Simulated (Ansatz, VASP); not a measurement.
## HfN in VASP and in Ansatz

```
Hf N
1.0
     0.00000    2.27390    2.27390
     2.27390    0.00000    2.27390
     2.27390    2.27390    0.00000
Hf N
1 1
Direct
  0.00000 0.00000 0.00000
  0.50000 0.50000 0.50000
```

Alike in both runs: task single point; functional PBE; k mesh 16 × 16 × 16; occupations gaussian, width 0.1 eV; no spin polarisation.

|  | VASP | Ansatz |
| --- | --- | --- |
| version | VASP 6.6.1 | Ansatz 0.2.0 |
| potentials or method | VASP PAW PBE potentials, release 64 (Hf_pv, N) | scalar-relativistic, plane waves, PAW |
| plane-wave cutoff (eV) | 520 | 420 |
| valence electrons in the cell | 15 | 31 |

|  | VASP | Ansatz | Ansatz less VASP |
| --- | --- | --- | --- |
| gap on the k mesh at the Fermi level (eV) | none | none | - |
| pressure (GPa) | -2.3 | 0.0 | +2.34 |

A gap of «none» marks a metal or a gap that the smearing closes. The two sets of potentials don't hold the same shells in valence.

The runs have no spin-orbit coupling, so splittings on Hf are missing.
